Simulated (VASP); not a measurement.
# InSe in VASP: further runs

Aim: see how the results for InSe move with the level of theory and the settings. Levels: PBE+D3(BJ), LDA. Tasks: band structure.

Program: VASP 6.6.1. These are calculated values, not measurements. Logs are shortened: lines on timing, memory, paths and dates and some standing lists are left out, and cuts for length are marked.

### Step 1. The structure

The cell holds a slab with vacuum, 8 atoms: a = 4.032 Å, b = 4.032 Å, c = 31.798 Å, α = 90.00°, β = 90.00°, γ = 120.00°.

### Step 2. Band structure, PBE+D3(BJ)

Input file INCAR:

```
SYSTEM = InSe
PREC = Accurate
ENCUT = 520
EDIFF = 1E-6
ISMEAR = 0
SIGMA = 0.03
LREAL = .FALSE.
LASPH = .TRUE.
NELM = 80
ALGO = Normal
ISIF = 2
LWAVE = .FALSE.
LCHARG = .FALSE.
LDIPOL = .TRUE.
IDIPOL = 3
DIPOL = 0.5 0.5 0.500
GGA = PE
IVDW = 12
NBANDS = 48
LVHAR = .TRUE.
LVACPOTAV = .TRUE.
KPAR = 4
```

Input file KPOINTS:

```
Automatic mesh
0
G
  9 9 1
  0 0 0
```

Input file POSCAR:

```
InSe                                    
1.0
    4.0318712140      0.0000000000      0.0000000000
   -2.0159356070      3.4917029011      0.0000000000
    0.0000000000      0.0000000000     31.7977120000
  Se              In            
     4     4
Direct
     1.0000000000000000    1.0000000000000000    0.2843887478492851
     1.0000000000000000    1.0000000000000000    0.4535890519093436
     0.6666666699999979    0.3333333300000021    0.5464008200513427
     0.6666666699999979    0.3333333300000021    0.7155409193922398
     0.6666666699999979    0.3333333300000021    0.3250935611616286
     0.6666666699999979    0.3333333300000021    0.4130015137096027
     0.3333333300000021    0.6666666699999979    0.5869348484060685
     0.3333333300000021    0.6666666699999979    0.6748381975204845
```

Input file KPOINTS_OPT:

```
explicit points
67
Reciprocal
 0.0000000000  0.0000000000  0.0000000000 1
 0.0357142900  0.0000000000  0.0000000000 1
 0.0714285700  0.0000000000  0.0000000000 1
 0.1071428600  0.0000000000  0.0000000000 1
 0.1428571400  0.0000000000  0.0000000000 1
 0.1785714300  0.0000000000  0.0000000000 1
 0.2142857100  0.0000000000  0.0000000000 1
 0.2500000000  0.0000000000  0.0000000000 1
 0.2857142900  0.0000000000  0.0000000000 1
 0.3214285700  0.0000000000  0.0000000000 1
 0.3571428600  0.0000000000  0.0000000000 1
 0.3928571400  0.0000000000  0.0000000000 1
 0.4285714300  0.0000000000  0.0000000000 1
 0.4642857100  0.0000000000  0.0000000000 1
 0.5000000000  0.0000000000  0.0000000000 1
 0.4791666700  0.0416666700  0.0000000000 1
 0.4583333300  0.0833333300  0.0000000000 1
 0.4375000000  0.1250000000  0.0000000000 1
 0.4166666700  0.1666666700  0.0000000000 1
 0.3958333300  0.2083333300  0.0000000000 1
 0.3750000000  0.2500000000  0.0000000000 1
 0.3541666700  0.2916666700  0.0000000000 1
 0.3333333300  0.3333333300  0.0000000000 1
 0.3137254900  0.3137254900  0.0000000000 1
 0.2941176500  0.2941176500  0.0000000000 1
 0.2745098000  0.2745098000  0.0000000000 1
 0.2549019600  0.2549019600  0.0000000000 1
 0.2352941200  0.2352941200  0.0000000000 1
 0.2156862700  0.2156862700  0.0000000000 1
 0.1960784300  0.1960784300  0.0000000000 1
 0.1764705900  0.1764705900  0.0000000000 1
 0.1568627500  0.1568627500  0.0000000000 1
 0.1372549000  0.1372549000  0.0000000000 1
 0.1176470600  0.1176470600  0.0000000000 1
 0.0980392200  0.0980392200  0.0000000000 1
 0.0784313700  0.0784313700  0.0000000000 1
 0.0588235300  0.0588235300  0.0000000000 1
 0.0392156900  0.0392156900  0.0000000000 1
 0.0196078400  0.0196078400  0.0000000000 1
 0.0000000000  0.0000000000  0.0000000000 1
 0.0000000000  0.0000000000  0.0000000000 1
 0.0076394400 -0.0038197200  0.0000000000 1
-0.0076394400  0.0038197200  0.0000000000 1
 0.0222816900 -0.0111408500  0.0000000000 1
-0.0222816900  0.0111408500  0.0000000000 1
-0.0000000000  0.0066159500  0.0000000000 1
 0.0000000000 -0.0066159500  0.0000000000 1
-0.0000000000  0.0192965100  0.0000000000 1
 0.0000000000 -0.0192965100  0.0000000000 1
 0.5000000000  0.0000000000  0.0000000000 1
 0.5076394400 -0.0038197200  0.0000000000 1
 0.4923605600  0.0038197200  0.0000000000 1
 0.5222816900 -0.0111408500  0.0000000000 1
 0.4777183100  0.0111408500  0.0000000000 1
 0.5000000000  0.0066159500  0.0000000000 1
 0.5000000000 -0.0066159500  0.0000000000 1
 0.5000000000  0.0192965100  0.0000000000 1
 0.5000000000 -0.0192965100  0.0000000000 1
 0.3333333300  0.3333333300  0.0000000000 1
 0.3409727700  0.3295136100  0.0000000000 1
 0.3256938900  0.3371530500  0.0000000000 1
 0.3556150200  0.3221924800  0.0000000000 1
 0.3110516400  0.3444741800  0.0000000000 1
 0.3333333300  0.3399492800  0.0000000000 1
 0.3333333300  0.3267173800  0.0000000000 1
 0.3333333300  0.3526298400  0.0000000000 1
 0.3333333300  0.3140368200  0.0000000000 1
```

Potentials or basis: VASP PAW PBE potentials, release 64 (Se, In_d).

On the command line:

```
cat potpaw_PBE.64/Se/POTCAR potpaw_PBE.64/In_d/POTCAR > POTCAR
mpirun -np 4 vasp_std > vasp.out
```

OUTCAR:

```text
SYSTEM = InSe
   PREC = Accurate
   ENCUT = 520
   EDIFF = 1E-6
   ISMEAR = 0
   LREAL = .FALSE.
   LASPH = .TRUE.
   NELM = 80
   ISIF = 2
   GGA = PE
   IVDW = 12
 IVDW          = 12

 ion  position               nearest neighbor table
   1  0.000  0.000  0.284-   5 2.66   5 2.66   5 2.66
   2  0.000  0.000  0.454-   6 2.66   6 2.66   6 2.66
   3  0.667  0.333  0.546-   7 2.66   7 2.66   7 2.66
   4  0.667  0.333  0.716-   8 2.66   8 2.66   8 2.66
   5  0.667  0.333  0.325-   1 2.66   1 2.66   1 2.66   6 2.80
   6  0.667  0.333  0.413-   2 2.66   2 2.66   2 2.66   5 2.80
   7  0.333  0.667  0.587-   3 2.66   3 2.66   3 2.66   8 2.80
   8  0.333  0.667  0.675-   4 2.66   4 2.66   4 2.66   7 2.80

  LATTYP: Found a hexagonal cell.
 ALAT       =     4.0318712140
 C/A-ratio  =     7.8865892069

  Lattice vectors:

 A1 = (   4.0318712140,   0.0000000000,   0.0000000000)
 A2 = (  -2.0159356070,   3.4917029011,   0.0000000000)
 A3 = (   0.0000000000,   0.0000000000,  31.7977120000)

Analysis of symmetry for initial positions (statically):
=====================================================================
 Subroutine PRICEL returns:
 Original cell was already a primitive cell.

 Routine SETGRP: Setting up the symmetry group for a
 hexagonal supercell.

 Subroutine GETGRP returns: Found  6 space group operations
 (whereof  6 operations were pure point group operations)
 out of a pool of 24 trial point group operations.

The static configuration has the point symmetry C_3v.

Analysis of symmetry for dynamics (positions and initial velocities):
=====================================================================
 Subroutine PRICEL returns:
 Original cell was already a primitive cell.

 Routine SETGRP: Setting up the symmetry group for a
 hexagonal supercell.

 Subroutine GETGRP returns: Found  6 space group operations
 (whereof  6 operations were pure point group operations)
 out of a pool of 24 trial point group operations.

The dynamic configuration has the point symmetry C_3v.

 Subroutine INISYM returns: Found  6 space group operations
 (whereof  6 operations are pure point group operations),
 and found     1 'primitive' translations

----------------------------------------------------------------------------------------

                                     Primitive cell

  volume of cell :     447.6513

  direct lattice vectors                    reciprocal lattice vectors
     4.031871214  0.000000000  0.000000000     0.248023795  0.143196605  0.000000000
    -2.015935607  3.491702901  0.000000000     0.000000000  0.286393209  0.000000000
     0.000000000  0.000000000 31.797712000     0.000000000  0.000000000  0.031448804

  length of vectors
     4.031871214  4.031871218 31.797712000     0.286393210  0.286393209  0.031448804

  position of ions in fractional coordinates (direct lattice)
     0.000000000  0.000000000  0.284388748
     0.000000000  0.000000000  0.453589052
     0.666666670  0.333333330  0.546400820
     0.666666670  0.333333330  0.715540919
     0.666666670  0.333333330  0.325093561
     0.666666670  0.333333330  0.413001514
     0.333333330  0.666666670  0.586934848
     0.333333330  0.666666670  0.674838198

  ion indices of the primitive-cell ions
   primitive index   ion index
                 1           1
                 2           2
                 3           3
                 4           4
                 5           5
                 6           6
                 7           7
                 8           8

----------------------------------------------------------------------------------------

 KPOINTS: Automatic mesh

Automatic generation of k-mesh.
 Grid dimensions read from file:
 generate k-points for:    9    9    1

 Generating k-lattice:

  Cartesian coordinates                     Fractional coordinates (reciprocal lattice)
     0.027558199  0.015910734  0.000000000     0.111111111  0.000000000  0.000000000
     0.000000000  0.031821468  0.000000000     0.000000000  0.111111111  0.000000000
     0.000000000  0.000000000  0.031448804     0.000000000  0.000000000  1.000000000

  Length of vectors
     0.031821468  0.031821468  0.031448804

  Shift w.r.t. Gamma in fractional coordinates (k-lattice)
     0.000000000  0.000000000  0.000000000

 Subroutine IBZKPT returns following result:
 ===========================================

 Found     12 irreducible k-points:

 Following reciprocal coordinates:
            Coordinates               Weight
  0.000000  0.000000  0.000000      1.000000
  0.111111 -0.000000  0.000000      6.000000
  0.222222  0.000000  0.000000      6.000000
  0.333333  0.000000  0.000000      6.000000
  0.444444  0.000000  0.000000      6.000000
  0.111111  0.111111  0.000000      6.000000
  0.222222  0.111111  0.000000     12.000000
  0.333333  0.111111  0.000000     12.000000
  0.444444  0.111111  0.000000      6.000000
  0.222222  0.222222  0.000000      6.000000
  0.333333  0.222222  0.000000     12.000000
  0.333333  0.333333  0.000000      2.000000
   k-points           NKPTS =     12   k-points in BZ     NKDIM =     12   number of bands    NBANDS=     48
   number of dos      NEDOS =    301   number of ions     NIONS =      8
   total plane-waves  NPLWV = 216000
   dimension x,y,z NGX =    30 NGY =   30 NGZ =  240
   dimension x,y,z NGXF=    60 NGYF=   60 NGZF=  480
   ions per type =               4   4
   NGX,Y,Z   is equivalent  to a cutoff of  12.37, 12.37, 12.55 a.u.
   NGXF,Y,Z  is equivalent  to a cutoff of  24.74, 24.74, 25.10 a.u.
 SYSTEM =  InSe
   PREC   = accura    normal or accurate (medium, high low for compatibility)
   ISTART =      0    job   : 0-new  1-cont  2-samecut
   ICHARG =      2    charge: 1-file 2-atom 10-const
   ISPIN  =      1    spin polarized calculation?
   LNONCOLLINEAR =      F non collinear calculations
   LSORBIT =      F    spin-orbit coupling
   LASPH  =      T    aspherical Exc in radial PAW
   ENCUT  =  520.0 eV  38.22 Ry    6.18 a.u.   7.50  7.50 59.12*2*pi/ulx,y,z
   NELM   =     80;   NELMIN=  2; NELMDL= -5     # of ELM steps
   EDIFF  = 0.1E-05   stopping-criterion for ELM
   LREAL  =      F    real-space projection
   EDIFFG = 0.1E-04   stopping-criterion for IOM
   NSW    =      0    number of steps for IOM
   IBRION =     -1    ionic relax: 0-MD 1-quasi-New 2-CG
   NFREE  =      0    steps in history (QN), initial steepest desc. (CG)
   ISIF   =      2    stress and relaxation
   ISYM   =      2    0-nonsym 1-usesym 2-fastsym
   POTIM  = 0.5000    time-step for ionic-motion
   TEBEG  =    0.0;   TEEND  =   0.0 temperature during run
   PSTRESS=    0.0 pullay stress
   NELECT =      76.0000    total number of electrons
   NUPDOWN=      -1.0000    fix difference up-down
   EMIN   =  10.00;   EMAX   =-10.00  energy-range for DOS
   EFERMI =   0.00;   METHOD = LEGACY
   ISMEAR =     0;   SIGMA  =   0.03  broadening in eV -4-tet -1-fermi 0-gaus
   EFERMI_NEDOS =   21; number of points for ismear=-14 and -15
   IALGO  =     38    algorithm
   IMIX   =      4    mixing-type and parameters
     AMIX     =   0.40;   BMIX     =  1.00
     AMIX_MAG =   1.60;   BMIX_MAG =  1.00
  volume/ion in A,a.u.               =      55.96       377.61
  Fermi-wavevector in a.u.,A,eV,Ry     =   0.906496  1.713030 11.180394  0.821736
  Thomas-Fermi vector in A             =   2.030191
   LORBIT       =      0    0 simple, 1 ext, 2 COOP (PROOUT), +10 PAW based schemes
   GGA     = PE    functional components
   LHFCALC =     F    Hartree Fock is set to
   AEXX    =    0.0000 exact exchange contribution
   IVDW    =    12    specifies the selected vdW correction
   LEPSILON=     F    determine dielectric tensor
   LRPA    =     F    only Hartree local field effects (RPA)
 non-spin polarized calculation
 Gauss-broadening in eV      SIGMA  =   0.03
  energy-cutoff  :      520.00
  volume of cell :      447.65
 maximum number of plane-waves:     12115
 NGX is ok and might be reduce to    30
   NGX = 15   NGY = 15   NGZ =119

 dipolmoment           0.000000      0.000000     -0.000337 electrons x Angstroem

 number of electron      76.0000004 magnetization

 dipolmoment           0.000000      0.000000      0.000376 electrons x Angstroem

 Free energy of the ion-electron system (eV)
  ---------------------------------------------------
  ext. energy  EPLUGINS =         0.00000000
  ---------------------------------------------------
  free energy    TOTEN  =       -28.36293523 eV

  energy without entropy =      -28.36293523  energy(sigma->0) =      -28.36293523

 E-fermi :  -0.6214     XC(G=0):  -5.0017

 val. band max:       -0.7596365245   @ k =   0.1111  -0.0000   0.0000
 cond. band min:       0.2712380054   @ k =   0.0000   0.0000   0.0000
 fundamental gap:      1.0308745299
 Fermi energy:        -0.6214060646

 k-point     1 :       0.0000    0.0000    0.0000
  band No.  band energies     occupation
      1     -15.1462      2.00000
      2     -15.1398      2.00000
      3     -14.9631      2.00000
      4     -14.9631      2.00000
      5     -14.9565      2.00000
      6     -14.9565      2.00000
[... 40 lines left out ...]
     47       4.4710      0.00000
     48       4.5072      0.00000
[... 559 lines left out ...]
     47       5.2448      0.00000
     48       5.2660      0.00000

------------------------ aborting loop because EDIFF is reached ----------------------------------------

 Edisp (eV)   -2.07677

 E8    (eV) :    -0.9753

  FORCE on cell =-STRESS in cart. coord.  units (eV):
  Direction    XX          YY          ZZ          XY          YZ          ZX
  --------------------------------------------------------------------------------------
  -------------------------------------------------------------------------------------
  Total      -0.03490    -0.03490    -0.07383     0.00000    -0.00000     0.00000
  in kB      -0.12490    -0.12490    -0.26424     0.00000    -0.00000     0.00000
  external pressure =       -0.17 kB  Pullay stress =        0.00 kB

 VOLUME and BASIS-vectors are now :
 -----------------------------------------------------------------------------
  energy-cutoff  :      520.00
  volume of cell :      447.65
      direct lattice vectors                 reciprocal lattice vectors
     4.031871214  0.000000000  0.000000000     0.248023795  0.143196605  0.000000000
    -2.015935607  3.491702901  0.000000000     0.000000000  0.286393209  0.000000000
     0.000000000  0.000000000 31.797712000     0.000000000  0.000000000  0.031448804

 POSITION                                       TOTAL-FORCE (eV/Angst)
 -----------------------------------------------------------------------------------
      0.00000      0.00000      9.04291        -0.000000      0.000000      0.002242
      0.00000      0.00000     14.42309        -0.000000      0.000000     -0.001996
      2.01594      1.16390     17.37430        -0.000000      0.000000      0.002324
      2.01594      1.16390     22.75256        -0.000000      0.000000     -0.001470
      2.01594      1.16390     10.33723         0.000000     -0.000000      0.002154
      2.01594      1.16390     13.13250         0.000000      0.000000     -0.004933
     -0.00000      2.32780     18.66319        -0.000000     -0.000000      0.004282
     -0.00000      2.32780     21.45831         0.000000     -0.000000     -0.002603
 -----------------------------------------------------------------------------------
    total drift:                               -0.000014      0.000008      0.000079

  FREE ENERGIE OF THE ION-ELECTRON SYSTEM (eV)
  ---------------------------------------------------
  free  energy   TOTEN  =       -30.4397098634 eV

  energy  without entropy=      -30.4397098634  energy(sigma->0) =      -30.43970986

 vacuum level on the upper side and lower side of the slab         4.877         4.872
```

Wall time 12 min (4 MPI ranks of Intel Xeon Platinum 8259CL at 2.50GHz (Skylake/Cascade Lake), shared host); peak memory 0.6 GiB.

What came out:

```yaml
Free_energy: -30.4397 eV
Largest_force: 0.005 eV/Å
Band_gap_on_the_k_mesh: 1.03 eV, indirect (least direct gap 1.10 eV)
Band_gap_along_the_path: 1.03 eV, indirect (least direct gap 1.10 eV)
Dispersion_energy_per_atom: -0.260 eV
Ionisation_potential_of_the_upper_face: 5.64 eV
```

Forces in eV/Å, atoms in the order of the input:
```
Se   0.000  0.000  0.002
Se   0.000  0.000 -0.002
Se   0.000  0.000  0.002
Se   0.000  0.000 -0.001
In   0.000  0.000  0.002
In   0.000  0.000 -0.005
In   0.000  0.000  0.004
In   0.000  0.000 -0.003
```

Levels at points of the mesh, in eV from the valence-band top:
```tsv
k point	band 34	band 35	band 36	band 37	band 38	band 39	band 40	band 41	band 42	band 43
(0.00, 0.00, 0.00)	-0.77	-0.77	-0.72	-0.72	-0.07	1.03	1.74	2.46	2.53	4.65
```

Caveat: spin-orbit coupling is left out, which moves the levels of the heavy elements. Expect the measured gap to be larger: semilocal functionals such as PBE lack the derivative discontinuity.

(Part 1 of 2 ends here.)
